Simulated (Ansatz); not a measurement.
**TiSi2 in Ansatz: the effect of functional**

Crystal: TiSi2.

```xyz
6
Lattice="0.0000 4.1175 4.2629 2.3895 0.0000 4.2629 2.3895 4.1175 0.0000" Properties=species:S:1:pos:R:3 pbc="T T T"
Ti    3.5843    6.1763    6.3943
Ti    2.3895    4.1175    4.2629
Si    1.1948    3.3975    2.1314
Si    1.1948    0.7200    2.1314
Si    2.3895    1.3387    4.2629
Si    2.3895    6.8963    4.2629
```

The cell is a database's computed one.

Alike in all runs:

| Property | Result |
| --- | --- |
| Program | Ansatz 0.2.0 |
| Task | projected density of states |
| Potentials or basis | Ansatz PAW |
| k mesh | 7 × 7 × 7 |
| Occupations | fermi-dirac, width 0.05 eV |
| Spin | no spin polarisation |

```tsv
functional	cutoff	pressure (GPa)	largest force (eV/Å)
LDA	420 eV (not typed: the program's choice for these potentials)	-5.1	0.06
PBEsol	420 eV (not typed: the program's choice for these potentials)	-2.0	0.05
RPBE	420 eV (not typed: the program's choice for these potentials)	4.7	0.01
revPBE	420 eV (not typed: the program's choice for these potentials)	4.0	0.01
BLYP	420 eV (not typed: the program's choice for these potentials)	?	?
r2SCAN	500 eV (not typed: the program's choice for these potentials)	-0.2	0.02
```

Q: What does the run with functional BLYP give?

A: Pressure 8.9 GPa; largest force 0.02 eV/Å.

Caveats: the PAW data sets come from PBE, with cores solved anew for the run's functional, which leaves a small shift of forces and pressure; the density of states is complete only up to the lowest level of the last band computed.

Runs at the PBE level aren't shown here.
